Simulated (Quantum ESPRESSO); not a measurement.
# WS4 in Quantum ESPRESSO: further runs, part 2 of 2

Quantum ESPRESSO 7.5.

### 3 Work function, revPBE+D2

pw.in reads:

```
&CONTROL
  calculation = 'scf'
  prefix = 'pwscf'
  outdir = './tmp'
  pseudo_dir = './pseudo'
  tprnfor = .true.
  disk_io = 'low'
/
&SYSTEM
  ibrav = 0
  celldm(1) = 8
  nat = 5
  ntyp = 2
  ecutwfc = 67
  nbnd = 27
  input_dft = 'revpbe'
  occupations = 'smearing'
  smearing = 'gaussian'
  degauss = 0.00367493
  vdw_corr = 'grimme-d2'
  london_s6 = 1.25
/
&ELECTRONS
  conv_thr = 5d-09
  electron_maxstep = 150
  mixing_beta = 0.3
  mixing_mode = 'local-TF'
/
ATOMIC_SPECIES
S     32.0600 16_S_6_1.8_1.9_pbe_n_v1.0.upf
W    183.8400 74_W_14_2.3_2.5_pbe_n_v1.0.upf
CELL_PARAMETERS alat
  0.7519967530608   0.0000000000000   0.0000000000000
 -0.3759983765440   0.6512482917219   0.0000000000000
  0.0000000000000   0.0000000000000  10.8144850192355
ATOMIC_POSITIONS crystal
S      0.6666666700    0.3333333400    0.1638190111
S      0.6666666700    0.3333333400    0.4659374011
W      0.3333333300    0.6666666600    0.5000000000
S      0.6666666700    0.3333333400    0.5340625989
S      0.6666666700    0.3333333400    0.8361809889
K_POINTS automatic
10 10 1 0 0 0
```

pp_density.in reads:

```
&INPUTPP
  prefix = 'pwscf'
  outdir = './tmp'
  filplot = 'density.dat'
  plot_num = 0
/
&PLOT
  nfile = 1
  filepp(1) = 'density.dat'
  iflag = 3
  output_format = 6
  fileout = 'density.cube'
/
```

pp_potential.in reads:

```
&INPUTPP
  prefix = 'pwscf'
  outdir = './tmp'
  filplot = 'potential.dat'
  plot_num = 11
/
&PLOT
  nfile = 1
  filepp(1) = 'potential.dat'
  iflag = 3
  output_format = 6
  fileout = 'potential.cube'
/
```

pp_elf.in reads:

```
&INPUTPP
  prefix = 'pwscf'
  outdir = './tmp'
  filplot = 'elf.dat'
  plot_num = 8
/
&PLOT
  nfile = 1
  filepp(1) = 'elf.dat'
  iflag = 3
  output_format = 6
  fileout = 'elf.cube'
/
```

Potentials or basis: SPMS 1.0 PBE.

Command:

```console
> OMP_NUM_THREADS=1 mpirun -n 2 pw.x -nk 2 -in pw.in > pw.out
> OMP_NUM_THREADS=1 mpirun -n 1 pp.x -in pp_density.in > pp_density.out
> OMP_NUM_THREADS=1 mpirun -n 1 pp.x -in pp_potential.in > pp_potential.out
> OMP_NUM_THREADS=1 mpirun -n 1 pp.x -in pp_elf.in > pp_elf.out
```

pw.out:

```text
This program is part of the open-source Quantum ESPRESSO suite
     for quantum simulation of materials; please cite
         "P. Giannozzi et al., J. Phys.:Condens. Matter 21 395502 (2009);
         "P. Giannozzi et al., J. Phys.:Condens. Matter 29 465901 (2017);
         "P. Giannozzi et al., J. Chem. Phys. 152 154105 (2020);
     in publications or presentations arising from this work. More details at

     IMPORTANT: XC functional enforced from input :
     Exchange-correlation= REVPBE
                           (   1   4   4   4   0   0   0)
     Any further DFT definition will be discarded
     Please, verify this is what you really want

     Message from routine setup:
     using ibrav=0 with symmetry is DISCOURAGED, use correct ibrav instead

     K-points division:     npool     =       2
     Subspace diagonalization in iterative solution of the eigenvalue problem:
     a serial algorithm will be used

     G-vector sticks info
     --------------------
     sticks:   dense  smooth     PW     G-vecs:    dense   smooth      PW
     Sum         673     673    199               201247   201247   31689

     Using Slab Decomposition

     bravais-lattice index     =            0
     lattice parameter (alat)  =       8.0000  a.u.
     unit-cell volume          =    2711.6796 (a.u.)^3
     number of atoms/cell      =            5
     number of atomic types    =            2
     number of electrons       =        38.00
     number of Kohn-Sham states=           27
     kinetic-energy cutoff     =      67.0000  Ry
     charge density cutoff     =     268.0000  Ry
     scf convergence threshold =      5.0E-09
     mixing beta               =       0.3000
     number of iterations used =            8  local-TF  mixing
     Exchange-correlation= REVPBE
                           (   1   4   4   4   0   0   0)

     celldm(1)=   8.000000  celldm(2)=   0.000000  celldm(3)=   0.000000
     celldm(4)=   0.000000  celldm(5)=   0.000000  celldm(6)=   0.000000

     crystal axes: (cart. coord. in units of alat)
               a(1) = (   0.751997   0.000000   0.000000 )
               a(2) = (  -0.375998   0.651248   0.000000 )
               a(3) = (   0.000000   0.000000  10.814485 )
[... 59 lines left out ...]
        k(    3) = (   0.0000000   0.3071025   0.0000000), wk =   0.1200000
        k(    4) = (   0.0000000   0.4606538   0.0000000), wk =   0.1200000
        k(    5) = (   0.0000000   0.6142051   0.0000000), wk =   0.1200000
        k(    6) = (   0.0000000  -0.7677563   0.0000000), wk =   0.0600000
        k(    7) = (   0.1329793   0.2303269   0.0000000), wk =   0.1200000
        k(    8) = (   0.1329793   0.3838782   0.0000000), wk =   0.2400000
        k(    9) = (   0.1329793   0.5374294   0.0000000), wk =   0.2400000
        k(   10) = (   0.1329793   0.6909807   0.0000000), wk =   0.2400000
        k(   11) = (   0.2659586   0.4606538   0.0000000), wk =   0.1200000
        k(   12) = (   0.2659586   0.6142051   0.0000000), wk =   0.2400000
        k(   13) = (   0.2659586   0.7677563   0.0000000), wk =   0.1200000
        k(   14) = (   0.3989379   0.6909807   0.0000000), wk =   0.1200000

     Dense  grid:   201247 G-vectors     FFT dimensions: (  32,  32, 480)

     Initial potential from superposition of free atoms

     starting charge      37.9994, renormalised to      38.0000

     negative rho (up, down):  3.209E-06 0.000E+00
     Starting wfcs are   26 randomized atomic wfcs +    1 random wfcs

     Self-consistent Calculation

     iteration #  1     ecut=    67.00 Ry     beta= 0.30
     Davidson diagonalization with overlap
     ethr =  1.00E-02,  avg # of iterations =  4.5

     Threshold (ethr) on eigenvalues was too large:
     Diagonalizing with lowered threshold

     Davidson diagonalization with overlap
     ethr =  3.80E-04,  avg # of iterations =  2.3

     negative rho (up, down):  7.494E-04 0.000E+00
[... 167 lines left out ...]
     iteration # 20     ecut=    67.00 Ry     beta= 0.30
     Davidson diagonalization with overlap
     ethr =  1.86E-11,  avg # of iterations =  2.1

     End of self-consistent calculation

          k = 0.0000 0.0000 0.0000 ( 25131 PWs)   bands (ev):

   -77.1685 -41.4018 -41.2542 -41.2542 -17.8801 -16.2092 -15.2722 -15.2722
    -9.4295  -5.9971  -5.9971  -5.1424  -4.7572  -4.7572  -4.5592  -4.5592
    -3.0703  -1.3470  -1.3470  -1.3470  -1.3470  -0.2050  -0.2050  -0.0309
    -0.0309   1.9999   2.4855
[... 24 lines left out ...]
   -77.1535 -41.5528 -41.3465 -41.3247 -16.0350 -15.5744 -13.9390 -13.9390
    -9.2895  -7.9720  -7.5097  -6.4142  -5.8484  -5.8484  -5.1152  -4.5306
    -4.2177  -3.2937  -3.2937  -2.3929  -2.3929  -0.3900  -0.1260   0.8753
     1.5815   2.9038   4.5708

          k = 0.0000-0.7678 0.0000 ( 25178 PWs)   bands (ev):

   -77.1519 -41.5835 -41.3406 -41.3321 -15.7747 -15.4927 -13.7455 -13.7455
    -9.5757  -8.2132  -7.5184  -6.5377  -6.2748  -6.2748  -5.1883  -4.4062
    -4.0088  -3.1175  -3.1175  -2.4844  -2.4844  -0.2450   0.2255   1.0095
     1.6715   2.0797   4.8747
[... 52 lines left out ...]
   -77.1502 -41.5157 -41.4453 -41.3341 -15.5131 -15.3538 -13.5534 -13.5534
    -8.7819  -8.6145  -7.3822  -6.9380  -6.3978  -5.4548  -5.4548  -5.3484
    -4.6717  -4.6717  -3.2464  -2.9467  -2.9467  -1.0944   0.3813   0.8173
     2.3718   3.5622   4.3232

     the Fermi energy is    -3.0760 ev

!    total energy              =    -239.90327357 Ry
     estimated scf accuracy    <          4.0E-09 Ry
     smearing contrib. (-TS)   =      -0.00063736 Ry
     internal energy E=F+TS    =    -239.90263621 Ry

     The total energy is F=E-TS. E is the sum of the following terms:
     one-electron contribution =   -2316.90340491 Ry
     hartree contribution      =    1157.96271705 Ry
     xc contribution           =     -56.86261602 Ry
     ewald contribution        =     976.01498019 Ry
     Dispersion Correction     =      -0.11431252 Ry

     convergence has been achieved in  20 iterations

     Forces acting on atoms (cartesian axes, Ry/au):

     atom    1 type  1   force =     0.00000000    0.00000000    0.00002688
     atom    2 type  1   force =     0.00000000    0.00000000   -0.00835497
     atom    3 type  2   force =     0.00000000   -0.00000000    0.00000000
     atom    4 type  1   force =     0.00000000    0.00000000    0.00835497
     atom    5 type  1   force =     0.00000000   -0.00000000   -0.00002688

     Total force =     0.011816     Total SCF correction =     0.000066

=------------------------------------------------------------------------------=
   JOB DONE.
=------------------------------------------------------------------------------=
```

pp_potential.out:

```text
This program is part of the open-source Quantum ESPRESSO suite
     for quantum simulation of materials; please cite
         "P. Giannozzi et al., J. Phys.:Condens. Matter 21 395502 (2009);
         "P. Giannozzi et al., J. Phys.:Condens. Matter 29 465901 (2017);
         "P. Giannozzi et al., J. Chem. Phys. 152 154105 (2020);
     in publications or presentations arising from this work. More details at

     IMPORTANT: XC functional enforced from input :
     Exchange-correlation= REVPBE
                           (   1   4   4   4   0   0   0)
     Any further DFT definition will be discarded
     Please, verify this is what you really want

     G-vector sticks info
     --------------------
     sticks:   dense  smooth     PW     G-vecs:    dense   smooth      PW
     Sum         673     673    199               201247   201247   31689

     Using Slab Decomposition

     Calling punch_plot, plot_num =  11
     Writing data to file  potential.dat
     Reading data from file  potential.dat

     Writing data to be plotted to file potential.cube
     Plot Type: 3D                     Output format: Gaussian cube

=------------------------------------------------------------------------------=
   JOB DONE.
=------------------------------------------------------------------------------=
```

It took 2.6 min on 2 MPI ranks of Arm Neoverse V2, shared host; peak memory 0.84 GiB.

Results:

- Free energy: -3264.0503 eV
- Largest force: 0.215 eV/Å
- Band gap on the k mesh: none (metal or under the smearing width)
- Work function of the upper face: 7.01 eV
- Work function of the lower face: 7.01 eV

Forces in eV/Å, atoms in the order of the input:
```
S    0.000  0.000  0.001
S    0.000  0.000 -0.215
W    0.000  0.000  0.000
S    0.000  0.000  0.215
S    0.000  0.000 -0.001
```

Caveat: the potentials were made for another functional, which shifts forces and pressure.
